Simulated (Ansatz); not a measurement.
**Is this Be₂Se₃ stable against decomposition?**

Method: DFT PBE, scalar-relativistic, plane waves, PAW (Ansatz). All cells share a 420 eV cutoff and Γ-centred k meshes spaced about 0.3 Å⁻¹ or finer (0.25 for metals, 2π included). No spin polarisation.

Formation energies are uncorrected and refer to the elements' standard structures at the same level.

These are static total energies at zero pressure. Weakly bound directions are ill-defined at this level, which has no dispersion term (Be2Se3 P1). The reference form of Se is held partly by dispersion forces, which this level lacks.

The competitors are the elements and 1 reference phase of this chemical system (from databases or known types: BeSe), relaxed at the same level; other known phases may be missing.

The candidate was reached from: a relaxed cell, shaken at random and relaxed again.

```
CELL_PARAMETERS angstrom
3.70906 0.00000 0.00000
1.85422 3.28565 0.00000
0.07486 0.81340 17.14355
ATOMIC_POSITIONS crystal
Be 0.68851 0.92034 0.64558
Be 0.39530 0.91799 0.14549
Be 0.26210 0.28544 0.85532
Be 0.45159 0.28143 0.35526
Se 0.00213 0.27723 0.60618
Se 0.72636 0.27491 0.10613
Se 0.60709 0.59903 0.89377
Se 0.79152 0.59503 0.39377
Se 0.31719 0.94683 0.74933
Se 0.73757 0.94308 0.24918
```

**Question.** Where does it stand against these competitors?

**Answer.** Not stable. Its formation energy is -0.426 eV/atom. The lowest competing mixture at this composition is this:

```tsv
phase	space group	source	share of atoms	ΔE_f (eV/atom)
Se	-	element	0.2000	0.000
BeSe	F-43m (No. 216)	COD	0.8000	-0.797
```

The mixture lies at -0.638 eV/atom, and the candidate lies 0.21 eV/atom above it. The candidate matches no cell in the subsets of the Crystallography Open Database and the Materials Project at hand. A phase this far over the hull is unlikely to be made.
